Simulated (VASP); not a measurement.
Here is a VASP 6.6.1 calculation.

Contents of POSCAR:

```
InP
1.0
    0.0000000000      2.9305000000      2.9305000000
    2.9305000000      0.0000000000      2.9305000000
    2.9305000000      2.9305000000      0.0000000000
In P
1 1
Direct
    0.0000000000      0.0000000000      0.0000000000
    0.7500000000      0.7500000000      0.7500000000
```

Contents of INCAR.step1:

```
PREC     = Accurate       # precision mode
ENCUT    = 520            # plane-wave cutoff, eV
EDIFF    = 1E-5           # SCF threshold, eV
ISMEAR   = 0              # smearing method
SIGMA    = 0.02           # smearing width, eV
LREAL    = False          # projectors in reciprocal space
LASPH    = True           # aspherical terms in the spheres
NELM     = 60             # most SCF steps
ALGO     = Normal         # electronic algorithm
ISIF     = 2              # what is computed and relaxed
LWAVE    = True           # write WAVECAR
LCHARG   = False          # write CHGCAR
LNONCOLLINEAR= True           # non-collinear magnetism
MAGMOM   = 0 0 0 0 0 0    # initial moments
LORBIT   = 11             # projections on sites
LSORBIT  = True           # spin-orbit coupling
GGA_COMPAT= False        
NBANDS   = 30             # bands
GGA      = PE             # functional
KPAR     = 4
```

The input INCAR.step2:

```
PREC     = Accurate       # precision mode
ENCUT    = 520            # plane-wave cutoff, eV
EDIFF    = 1E-7           # SCF threshold, eV
ISMEAR   = 0              # smearing method
SIGMA    = 0.02           # smearing width, eV
LREAL    = False          # projectors in reciprocal space
LASPH    = True           # aspherical terms in the spheres
NELM     = 60             # most SCF steps
ALGO     = Normal         # electronic algorithm
ISIF     = 2              # what is computed and relaxed
LWAVE    = False          # write WAVECAR
LCHARG   = False          # write CHGCAR
LNONCOLLINEAR= True           # non-collinear magnetism
MAGMOM   = 0 0 0 0 0 0    # initial moments
LORBIT   = 11             # projections on sites
LSORBIT  = True           # spin-orbit coupling
GGA_COMPAT= False        
GGA      = PE             # functional
LHFCALC  = True           # exact exchange
HFSCREEN = 0.2            # screening, 1/A
PRECFOCK = Fast         
NBANDS   = 30             # bands
ISTART   = 1            
KPAR     = 4
```

KPOINTS

```
regular mesh
0
Gamma
  6 6 6
```

Potentials or basis: VASP PAW PBE potentials, release 64 (In_d, P).

Launch:

```bash
$ cat potpaw_PBE.64/In_d/POTCAR potpaw_PBE.64/P/POTCAR > POTCAR
$ cp INCAR.step1 INCAR
$ mpirun -np 4 vasp_ncl > vasp.out
$ cp INCAR.step2 INCAR
$ mpirun -np 4 vasp_ncl > vasp.out
```

Question: Predict the pressure.

Answer: 1.3 GPa.

Caveat: the PAW data sets were made with another functional, which shifts forces and pressure a little.
